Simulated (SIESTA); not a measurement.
GaP:

```
Ga P
1.0
     0.00000    2.72525    2.72525
     2.72525    0.00000    2.72525
     2.72525    2.72525    0.00000
Ga P
1 1
Direct
  0.00000 0.00000 0.00000
  0.75000 0.75000 0.75000
```

Base run:

| Property | Result |
| --- | --- |
| Program | SIESTA 5.4.2 |
| Functional | vdW-DF-cx |
| Potentials or basis | PseudoDojo 0.4 standard (PBE files) |
| Basis | DZP (energy shift 0.002 Ry; radii capped at 9.5 bohr) |
| Grid cutoff | 800 Ry |
| Energy shift | 0.002 Ry |
| k mesh | 8 × 8 × 8 |
| Occupations | fermi-dirac, width 0.05 eV |
| Spin | no spin polarisation |

Its results: band gap on the k mesh 1.58 eV, indirect (least direct gap 1.91 eV); pressure 2.1 GPa.

The run is repeated on the same cell with these changes: functional from vdW-DF-cx to RPBE. What comes out?

Band gap on the k mesh 1.75 eV, indirect (least direct gap 2.13 eV); pressure 5.7 GPa.

Caveats: semicore shells carry a single zeta, which can move pressures by several GPa and volumes by a few percent; the potentials were made for another functional, which shifts forces and pressure; the basis of atomic orbitals isn't converged, which shifts pressures, moduli and gaps.
